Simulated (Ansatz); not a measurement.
A run of Ansatz 0.2.0 is set up as follows.

File input.yaml:

```yaml
crystal:
  lattice:
    - [0.0, 2.87015, 2.87015]
    - [2.87015, 0.0, 2.87015]
    - [2.87015, 2.87015, 0.0]
  atoms:
    - { symbol: Ag, position: [0.005646, -0.003639, 0.00428] }
    - { symbol: Br, position: [0.510219, 0.488559, 0.504997] }
kpoints:
  mp_grid: { grid: [8, 8, 8] }
scf:
  occupations: { method: fermi_dirac, width: 0.05 }
hamiltonian:
  xc: pbe
  pseudopotentials: { kind: all_electron, lapw: { basis_error: 0.001 } }
output:
  forces: true
  stress: true
  eigenvalues: true
  populations: true
```

Potentials or basis: all-electron LAPW, scalar-relativistic.

Run with:

```bash
$ ansatz run input.yaml --threads 1 --pin off --max-ram 2560MiB --backend cpu --events-out ev --progress --plain --runs-dir out
```

Problem. Predict the largest force.

Solution. 0.034 eV/Å.

Problem. Predict the Loewdin charges.

Solution. Ag +0.52; Br -0.44 e.

Problem. Predict the band gap on the k mesh.

Solution. 0.67 eV, indirect (least direct gap 2.60 eV).

Forces on the atoms (eV/Å):
```
Ag  -0.025  0.019 -0.012
Br   0.025 -0.019  0.012
```

A k mesh can miss the band edges.
